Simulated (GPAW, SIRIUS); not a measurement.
This is a calculation of MoS2 for SIRIUS 7.12.0. 

Contents of sirius.json:

```json
{
  "control": {
    "processing_unit": "cpu",
    "std_evp_solver_name": "lapack",
    "gen_evp_solver_name": "lapack",
    "verbosity": 2,
    "print_forces": true,
    "ortho_rf": true,
    "use_second_variation": true,
    "rmt_max": 3.0,
    "num_bands_to_print": 24,
    "save_wf": true
  },
  "parameters": {
    "electronic_structure_method": "full_potential_lapwlo",
    "xc_functionals": ["XC_GGA_X_PBE_SOL", "XC_GGA_C_PBE_SOL"],
    "core_relativity": "dirac",
    "valence_relativity": "iora",
    "num_fv_states": 57,
    "smearing": "fermi_dirac",
    "smearing_width": 0.0018374661,
    "pw_cutoff": 20,
    "gk_cutoff": 3.83,
    "lmax_apw": 10,
    "lmax_rho": 8,
    "lmax_pot": 8,
    "num_mag_dims": 0,
    "auto_rmt": 0,
    "ngridk": [10, 10, 2],
    "shiftk": [0, 0, 0],
    "num_dft_iter": 80,
    "energy_tol": 1e-07,
    "density_tol": 1e-05,
    "use_symmetry": true
  },
  "settings": {"tol_ne": 1e-10},
  "iterative_solver": {"type": "exact"},
  "mixer": {"type": "anderson", "beta": 0.5, "max_history": 8},
  "unit_cell": {
    "lattice_vectors": [[6.0179111844, 0.0, 0.0], [-3.0089555922, 5.2116639634, 0.0], [0.0, 0.0, 40.951375595]],
    "atom_types": ["Mo", "S"],
    "atom_files": {"Mo": "Mo.json", "S": "S.json"},
    "atoms": {
      "Mo": [[0.3333333333, 0.6666666667, 0.85116023], [0.6666666667, 0.3333333333, 0.14883977]],
      "S": [
        [0.6666666667, 0.3333333333, 0.77962539],
        [0.3333333333, 0.6666666667, 0.077251],
        [0.6666666667, 0.3333333333, 0.922749],
        [0.3333333333, 0.6666666667, 0.22037461]
      ]
    }
  }
}
```

Potentials or basis: all-electron FP-LAPW, apw+lo standard.

Launch:

```sh
$ OMP_NUM_THREADS=1 sirius.scf --input=sirius_start.json --output=start.json
$ OMP_NUM_THREADS=1 sirius.scf --input=sirius.json --output=output.json --task=1
```

What does the same run look like in GPAW 26.7.0 (ASE script)? Potentials or basis there: PAW data sets generated for this functional, cutoff 600 eV.

As run (cutoffs and basis follow the program's own potentials, and thresholds, step limits or extra output files can differ):

File run.py:

```python
from ase import Atoms
from ase.dft.bandgap import bandgap
from ase.io import write
from ase.units import GPa
from gpaw import GPAW, PW, setup_paths

setup_paths.insert(0, '.')

atoms = Atoms(['Mo', 'Mo', 'S', 'S', 'S', 'S'],
              cell=[[3.184541456, 0.0, 0.0],
                    [-1.592270728, 2.7578938003, 0.0],
                    [0.0, 0.0, 21.67053472]],
              scaled_positions=[[0.3333333333, 0.6666666667, 0.85116023],
                                [0.6666666667, 0.3333333333, 0.14883977],
                                [0.6666666667, 0.3333333333, 0.77962539],
                                [0.3333333333, 0.6666666667, 0.077251],
                                [0.6666666667, 0.3333333333, 0.922749],
                                [0.3333333333, 0.6666666667, 0.22037461]],
              pbc=True)

calc = GPAW(mode=PW(600),
            xc='PBEsol',
            kpts={'size': (10, 10, 2), 'gamma': True},
            occupations={'name': 'fermi-dirac', 'width': 0.05},
            nbands=46,
            convergence={'density': 1e-05, 'energy': 1e-05},
            maxiter=150,
            txt='gpaw.txt')
atoms.calc = calc
energy = atoms.get_potential_energy()
forces = atoms.get_forces()
stress = atoms.get_stress()
calc.write('gs.gpw')
write('result.traj', atoms)
print(f'Energy: {energy:.6f} eV')
print('Forces (eV/A):')
print(forces.round(4))
print('Stress (GPa):', (stress / GPa).round(3))
print('Fermi level:', round(calc.get_fermi_level(), 4), 'eV')
print(f'Gap: {bandgap(calc)[0]:.4f} eV, direct: {bandgap(calc, direct=True)[0]:.4f} eV')
```

Potentials or basis: PAW data sets generated in the run's folder for this functional, pw.

Run with:

```console
$ gpaw-setup -f PBEsol Mo S
$ OMP_NUM_THREADS=1 python run.py
```

Both were run:

|  | SIRIUS | GPAW |
| --- | --- | --- |
| Largest force | 0.134 eV/Å | 0.134 eV/Å |
